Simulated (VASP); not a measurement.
# Pt in VASP: a series of runs

Runs on Pt. Level: PBE. Tasks: single point, relaxation of the atoms.

All numbers are computed with VASP 6.6.1; they aren't measurements. Logs are shortened: lines on timing, memory, paths and dates and some standing lists are left out, and cuts for length are marked.

### Step 1. The slab as given

The cell holds a slab with vacuum, 5 atoms: a = 2.775 Å, b = 2.775 Å, c = 26.062 Å, α = 90.00°, β = 90.00°, γ = 60.00°.

The cell was built by a generator and needn't be a form met in nature.

### Step 2. Single point, PBE

File INCAR:

```
SYSTEM = Pt
  PREC = Accurate
  ENCUT = 520
  EDIFF = 1E-6
  ISMEAR = 0
  SIGMA = 0.1
  LREAL = .FALSE.
  LASPH = .TRUE.
  NELM = 100
  ALGO = Normal
  ISIF = 2
  LWAVE = .FALSE.
  LCHARG = .FALSE.
  LDIPOL = .TRUE.
  IDIPOL = 3
  DIPOL = 0.5 0.5 0.500
  GGA = PE
  NBANDS = 33
```

File KPOINTS:

```
regular mesh
0
G
  10 10 1
  0 0 0
```

File POSCAR:

```
Pt
1.0
    2.7746870094      0.0000000000      0.0000000000
    1.3873435047      2.4029494377      0.0000000000
    0.0000000000      0.0000000000     26.0620898252
Pt
5
Direct
    0.0000000000      0.0000000000      0.3210250857
    0.3333333333      0.3333333333      0.4112778141
    0.6666666667      0.6666666667      0.5000000857
    0.0000000000      0.0000000000      0.5887223390
    0.3333333333      0.3333333333      0.6789746755
```

Potentials or basis: VASP PAW PBE potentials, release 64 (Pt).

On the command line:

```console
$ cat potpaw_PBE.64/Pt/POTCAR > POTCAR
$ mpirun -np 1 vasp_std > vasp.out
```

OUTCAR:

```text
SYSTEM = Pt
   PREC = Accurate
   ENCUT = 520
   EDIFF = 1E-6
   ISMEAR = 0
   LREAL = .FALSE.
   LASPH = .TRUE.
   NELM = 100
   ISIF = 2
   GGA = PE

 ion  position               nearest neighbor table
   1  0.000  0.000  0.321-   2 2.85   2 2.85   2 2.85
   2  0.333  0.333  0.411-   3 2.81   3 2.81   3 2.81   1 2.85   1 2.85   1 2.85
   3  0.667  0.667  0.500-   4 2.81   4 2.81   4 2.81   2 2.81   2 2.81   2 2.81
   4  0.000  0.000  0.589-   3 2.81   3 2.81   3 2.81   5 2.85   5 2.85   5 2.85
   5  0.333  0.333  0.679-   4 2.85   4 2.85   4 2.85

  LATTYP: Found a hexagonal cell.
 ALAT       =     2.7746870094
 C/A-ratio  =     9.3928034898

  Lattice vectors:

 A1 = (  -1.3873435047,  -2.4029494377,   0.0000000000)
 A2 = (   2.7746870094,   0.0000000000,   0.0000000000)
 A3 = (   0.0000000000,   0.0000000000,  26.0620898252)

Analysis of symmetry for initial positions (statically):
=====================================================================
 Subroutine PRICEL returns:
 Original cell was already a primitive cell.

 Routine SETGRP: Setting up the symmetry group for a
 hexagonal supercell.

 Subroutine GETGRP returns: Found 12 space group operations
 (whereof  6 operations were pure point group operations)
 out of a pool of 24 trial point group operations.

The static configuration has the point symmetry C_3v.
 The point group associated with its full space group is D_3d.

Analysis of symmetry for dynamics (positions and initial velocities):
=====================================================================
 Subroutine PRICEL returns:
 Original cell was already a primitive cell.

 Routine SETGRP: Setting up the symmetry group for a
 hexagonal supercell.

 Subroutine GETGRP returns: Found 12 space group operations
 (whereof  6 operations were pure point group operations)
 out of a pool of 24 trial point group operations.

The dynamic configuration has the point symmetry C_3v.
 The point group associated with its full space group is D_3d.

 Subroutine INISYM returns: Found 12 space group operations
 (whereof  6 operations are pure point group operations),
 and found     1 'primitive' translations

----------------------------------------------------------------------------------------

                                     Primitive cell

  volume of cell :     173.7672

  direct lattice vectors                    reciprocal lattice vectors
     2.774687009  0.000000000  0.000000000     0.360401010 -0.208077620  0.000000000
     1.387343505  2.402949438  0.000000000     0.000000000  0.416155240  0.000000000
     0.000000000  0.000000000 26.062089825     0.000000000  0.000000000  0.038369908

  length of vectors
     2.774687009  2.774687009 26.062089825     0.416155240  0.416155240  0.038369908

  position of ions in fractional coordinates (direct lattice)
     0.000000000  0.000000000  0.321025086
     0.333333333  0.333333333  0.411277814
     0.666666667  0.666666667  0.500000086
     0.000000000  0.000000000  0.588722339
     0.333333333  0.333333333  0.678974676

  ion indices of the primitive-cell ions
   primitive index   ion index
                 1           1
                 2           2
                 3           3
                 4           4
                 5           5

----------------------------------------------------------------------------------------

 KPOINTS: regular mesh

Automatic generation of k-mesh.
 Grid dimensions read from file:
 generate k-points for:   10   10    1

 Generating k-lattice:

  Cartesian coordinates                     Fractional coordinates (reciprocal lattice)
     0.036040101 -0.020807762  0.000000000     0.100000000  0.000000000  0.000000000
     0.000000000  0.041615524  0.000000000     0.000000000  0.100000000  0.000000000
     0.000000000  0.000000000  0.038369908     0.000000000  0.000000000  1.000000000

  Length of vectors
     0.041615524  0.041615524  0.038369908

  Shift w.r.t. Gamma in fractional coordinates (k-lattice)
     0.000000000  0.000000000  0.000000000

 Subroutine IBZKPT returns following result:
 ===========================================

 Found     14 irreducible k-points:

 Following reciprocal coordinates:
            Coordinates               Weight
  0.000000  0.000000  0.000000      1.000000
  0.100000  0.000000  0.000000      6.000000
  0.200000  0.000000  0.000000      6.000000
  0.300000  0.000000  0.000000      6.000000
  0.400000  0.000000  0.000000      6.000000
  0.500000  0.000000  0.000000      3.000000
  0.200000  0.100000  0.000000      6.000000
  0.300000  0.100000  0.000000     12.000000
  0.400000  0.100000  0.000000     12.000000
  0.500000  0.100000  0.000000     12.000000
  0.400000  0.200000  0.000000      6.000000
  0.500000  0.200000  0.000000     12.000000
 -0.400000  0.200000  0.000000      6.000000
 -0.400000  0.300000  0.000000      6.000000
   k-points           NKPTS =     14   k-points in BZ     NKDIM =     14   number of bands    NBANDS=     33
   number of dos      NEDOS =    301   number of ions     NIONS =      5
   total plane-waves  NPLWV = 112896
   dimension x,y,z NGX =    24 NGY =   24 NGZ =  196
   dimension x,y,z NGXF=    48 NGYF=   48 NGZF=  392
   ions per type =               5
   NGX,Y,Z   is equivalent  to a cutoff of  14.38, 14.38, 12.50 a.u.
   NGXF,Y,Z  is equivalent  to a cutoff of  28.76, 28.76, 25.01 a.u.
 SYSTEM =  Pt
   PREC   = accura    normal or accurate (medium, high low for compatibility)
   ISTART =      0    job   : 0-new  1-cont  2-samecut
   ICHARG =      2    charge: 1-file 2-atom 10-const
   ISPIN  =      1    spin polarized calculation?
   LNONCOLLINEAR =      F non collinear calculations
   LSORBIT =      F    spin-orbit coupling
   LASPH  =      T    aspherical Exc in radial PAW
   ENCUT  =  520.0 eV  38.22 Ry    6.18 a.u.   5.16  5.16 48.46*2*pi/ulx,y,z
   NELM   =    100;   NELMIN=  2; NELMDL= -5     # of ELM steps
   EDIFF  = 0.1E-05   stopping-criterion for ELM
   LREAL  =      F    real-space projection
   EDIFFG = 0.1E-04   stopping-criterion for IOM
   NSW    =      0    number of steps for IOM
   IBRION =     -1    ionic relax: 0-MD 1-quasi-New 2-CG
   NFREE  =      0    steps in history (QN), initial steepest desc. (CG)
   ISIF   =      2    stress and relaxation
   ISYM   =      2    0-nonsym 1-usesym 2-fastsym
   POTIM  = 0.5000    time-step for ionic-motion
   TEBEG  =    0.0;   TEEND  =   0.0 temperature during run
   PSTRESS=    0.0 pullay stress
   NELECT =      50.0000    total number of electrons
   NUPDOWN=      -1.0000    fix difference up-down
   EMIN   =  10.00;   EMAX   =-10.00  energy-range for DOS
   EFERMI =   0.00;   METHOD = LEGACY
   ISMEAR =     0;   SIGMA  =   0.10  broadening in eV -4-tet -1-fermi 0-gaus
   EFERMI_NEDOS =   21; number of points for ismear=-14 and -15
   IALGO  =     38    algorithm
   IMIX   =      4    mixing-type and parameters
     AMIX     =   0.40;   BMIX     =  1.00
     AMIX_MAG =   1.60;   BMIX_MAG =  1.00
  volume/ion in A,a.u.               =      34.75       234.53
  Fermi-wavevector in a.u.,A,eV,Ry     =   1.080792  2.042401 15.893126  1.168112
  Thomas-Fermi vector in A             =   2.216792
   LORBIT       =      0    0 simple, 1 ext, 2 COOP (PROOUT), +10 PAW based schemes
   GGA     = PE    functional components
   LHFCALC =     F    Hartree Fock is set to
   AEXX    =    0.0000 exact exchange contribution
   IVDW    =     0    specifies the selected vdW correction
   LEPSILON=     F    determine dielectric tensor
   LRPA    =     F    only Hartree local field effects (RPA)
 non-spin polarized calculation
 Gauss-broadening in eV      SIGMA  =   0.10
  energy-cutoff  :      520.00
  volume of cell :      173.77
 maximum number of plane-waves:      4705
 NGX is ok and might be reduce to    24
   NGX = 11   NGY = 11   NGZ = 97

 dipolmoment           0.000000      0.000000      0.000000 electrons x Angstroem

 number of electron      50.0000006 magnetization

 dipolmoment           0.000000      0.000000     -0.000004 electrons x Angstroem

 Free energy of the ion-electron system (eV)
  ---------------------------------------------------
  ext. energy  EPLUGINS =         0.00000000
  ---------------------------------------------------
  free energy    TOTEN  =       -29.31101449 eV

  energy without entropy =      -29.25704884  energy(sigma->0) =      -29.28403166

 E-fermi :   1.5352     XC(G=0):  -6.6797

 val. band max:        1.5265661180   @ k =   0.1000   0.0000   0.0000
 cond. band min:       1.5466038621   @ k =  -0.4000   0.3000   0.0000
 fundamental gap:      0.0200377441
 Fermi energy:         1.5352482342

 k-point     1 :       0.0000    0.0000    0.0000
  band No.  band energies     occupation
      1      -8.0340      2.00000
      2      -7.0571      2.00000
      3      -6.0795      2.00000
      4      -5.4260      2.00000
      5      -5.4147      2.00000
      6      -2.3685      2.00000
[... 25 lines left out ...]
     32       6.8654      0.00000
     33       7.1534      0.00000

 k-point     2 :       0.1000    0.0000    0.0000
  band No.  band energies     occupation
      1      -7.6848      2.00000
      2      -6.7152      2.00000
      3      -5.7336      2.00000
      4      -5.0975      2.00000
      5      -5.0668      2.00000
      6      -2.5559      2.00000
[... 25 lines left out ...]
     32       7.0784      0.00000
     33       7.4189      0.00000

 k-point     3 :       0.2000    0.0000    0.0000
  band No.  band energies     occupation
      1      -6.7442      2.00000
      2      -5.8438      2.00000
      3      -4.9199      2.00000
      4      -4.3700      2.00000
      5      -4.2339      2.00000
      6      -3.1781      2.00000
[... 25 lines left out ...]
     32       7.6544      0.00000
     33       8.2119      0.00000

 k-point     4 :       0.3000    0.0000    0.0000
  band No.  band energies     occupation
      1      -5.6663      2.00000
      2      -5.0523      2.00000
      3      -4.5804      2.00000
      4      -4.1558      2.00000
      5      -3.8750      2.00000
      6      -3.8216      2.00000
[... 25 lines left out ...]
     32       8.6038      0.00000
     33       9.4656      0.00000

 k-point     5 :       0.4000    0.0000    0.0000
  band No.  band energies     occupation
      1      -5.2422      2.00000
      2      -4.9513      2.00000
      3      -4.6524      2.00000
      4      -4.4320      2.00000
      5      -4.2263      2.00000
      6      -4.0746      2.00000
[... 244 lines left out ...]
 k-point    12 :       0.5000    0.2000    0.0000
  band No.  band energies     occupation
      1      -4.3950      2.00000
      2      -4.2952      2.00000
      3      -3.8730      2.00000
      4      -3.7479      2.00000
      5      -3.6293      2.00000
      6      -3.3188      2.00000
[... 25 lines left out ...]
     32       8.8426      0.00000
     33       9.5427      0.00000

 k-point    13 :      -0.4000    0.2000    0.0000
  band No.  band energies     occupation
      1      -4.3779      2.00000
      2      -4.3644      2.00000
      3      -3.9330      2.00000
      4      -3.7048      2.00000
      5      -3.6446      2.00000
      6      -3.3182      2.00000
[... 25 lines left out ...]
     32       8.0156      0.00000
     33       8.3250      0.00000

 k-point    14 :      -0.4000    0.3000    0.0000
  band No.  band energies     occupation
      1      -3.9719      2.00000
      2      -3.9249      2.00000
      3      -3.5527      2.00000
      4      -3.5210      2.00000
      5      -3.1694      2.00000
      6      -3.0538      2.00000
[... 25 lines left out ...]
     32       8.1736      0.00000
     33       9.0058      0.00000

------------------------ aborting loop because EDIFF is reached ----------------------------------------

 vacuum level on the upper side and lower side of the slab       (xc-potential included)        -0.006        -0.006

  FORCE on cell =-STRESS in cart. coord.  units (eV):
  Direction    XX          YY          ZZ          XY          YZ          ZX
  --------------------------------------------------------------------------------------
  -------------------------------------------------------------------------------------
  Total       -2.8568808     -2.8568808     -0.2407937     -0.0000000     -0.0000000      0.0000000
  in kB      -26.3411562    -26.3411562     -2.2201785     -0.0000000     -0.0000000      0.0000000
  external PRESSURE =     -18.3008303 kB  Pullay stress =       0.0000000 kB

 VOLUME and BASIS-vectors are now :
 -----------------------------------------------------------------------------
  energy-cutoff  :      520.00
  volume of cell :      173.77
      direct lattice vectors                 reciprocal lattice vectors
     2.774687009  0.000000000  0.000000000     0.360401010 -0.208077620  0.000000000
     1.387343505  2.402949438  0.000000000     0.000000000  0.416155240  0.000000000
     0.000000000  0.000000000 26.062089825     0.000000000  0.000000000  0.038369908

 POSITION                                       TOTAL-FORCE (eV/Angst)
 -----------------------------------------------------------------------------------
      0.00000      0.00000      8.36658         0.000000     -0.000000      0.023983
      1.38734      0.80098     10.71876        -0.000000     -0.000000      0.000038
      2.77469      1.60197     13.03105         0.000000      0.000000     -0.000000
      0.00000      0.00000     15.34333         0.000000      0.000000     -0.000038
      1.38734      0.80098     17.69550        -0.000000     -0.000000     -0.023983
 -----------------------------------------------------------------------------------
    total drift:                                0.000000      0.000000     -0.000036

  FREE ENERGIE OF THE ION-ELECTRON SYSTEM (eV)
  ---------------------------------------------------
  free  energy   TOTEN  =       -29.3110144861 eV

  energy  without entropy=      -29.2570488403  energy(sigma->0) =      -29.28403166

 vacuum level on the upper side and lower side of the slab         7.337         7.338
```

Run time: 1.8 min. Hardware: 1 thread of Intel Xeon 6975P-C (Granite Rapids), shared host; peak memory 0.34 GiB.

What came out:

```
Free energy            : -29.3110 eV
Largest force          : 0.024 eV/Å
Band gap on the k mesh : none (metal or under the smearing width)
```

Forces on the atoms (eV/Å):
```
Pt   0.000  0.000  0.024
Pt   0.000  0.000  0.000
Pt   0.000  0.000  0.000
Pt   0.000  0.000  0.000
Pt   0.000  0.000 -0.024
```

Spin-orbit coupling is left out, which matters for the levels of Pt.

### Step 3. Relaxation of the atoms, PBE

File INCAR:

```
PREC = Accurate ; ENCUT = 520
EDIFF = 1E-6 ; ISMEAR = 0
SIGMA = 0.1 ; LREAL = False
LASPH = True ; NELM = 100
ALGO = Normal ; ISIF = 2
LWAVE = False ; LCHARG = False
LDIPOL = True ; IDIPOL = 3
DIPOL = 0.5 0.5 0.500 ; GGA = PE
IBRION = 2 ; NSW = 80
EDIFFG = -0.01
```

File KPOINTS:

```
Automatic mesh
0
Gamma
  10 10 1
```

File POSCAR:

```
Pt
1.0
    2.7746870094      0.0000000000      0.0000000000
    1.3873435047      2.4029494377      0.0000000000
    0.0000000000      0.0000000000     26.0620898252
Pt
5
Direct
    0.0000000000      0.0000000000      0.3261442216
    0.3333333333      0.3333333333      0.4130721108
    0.6666666667      0.6666666667      0.5000000000
    0.0000000000      0.0000000000      0.5869278892
    0.3333333333      0.3333333333      0.6738557784
```

Potentials or basis: VASP PAW PBE potentials, release 64 (Pt).

On the command line:

```console
$ cat potpaw_PBE.64/Pt/POTCAR > POTCAR
$ mpirun -np 1 vasp_std > vasp.out
```

Wall time 7.7 min (1 thread of Intel Xeon 6975P-C (Granite Rapids), shared host); peak memory 0.36 GiB.

The run converged. Its results:

- Free energy: -29.3112 eV
- Energy gained by relaxing: 10.6 meV/atom
- Ionic steps: 9
- Largest force after relaxing: 0.007 eV/Å

Forces in eV/Å, atoms in the order of the input:
```
Pt   0.000  0.000  0.006
Pt   0.000  0.000 -0.007
Pt   0.000  0.000  0.000
Pt   0.000  0.000  0.007
Pt   0.000  0.000 -0.006
```

The path:
```csv
step,energy change (eV),largest force (eV/Å),pressure (GPa)
1,0.0000,0.5389,0.81
2,-0.0231,0.2633,0.29
3,-0.0261,0.2632,0.05
4,-0.0346,0.2109,-0.26
5,-0.0503,0.0694,-1.12
6,-0.0425,0.1608,-2.67
7,-0.0532,0.0190,-1.70
8,-0.0532,0.0144,-1.67
9,-0.0532,0.0073,-1.70
```

Final structure:
```
Pt
1.0
     2.77469    0.00000    0.00000
     1.38734    2.40295    0.00000
     0.00000    0.00000   26.06209
Pt
5
Cartesian
  2.7747 0.0000 8.3742
  1.3873 0.8010 10.7231
  2.7747 1.6020 13.0310
  0.0000 0.0000 15.3390
  1.3873 0.8010 17.6879
```

Levels at points of the mesh, in eV from the Fermi level:
```csv
k point,band 22,band 23,band 24,band 25,band 26,band 27
"(0.00, 0.00, 0.00)",-1.31,-1.31,-0.84,-0.84,-0.29,-0.29
"(0.50, 0.00, 0.00)",0.27,0.36,0.60,0.61,0.74,2.17
```

Caveat: the bands computed are all filled at some k points, so no gap is given.
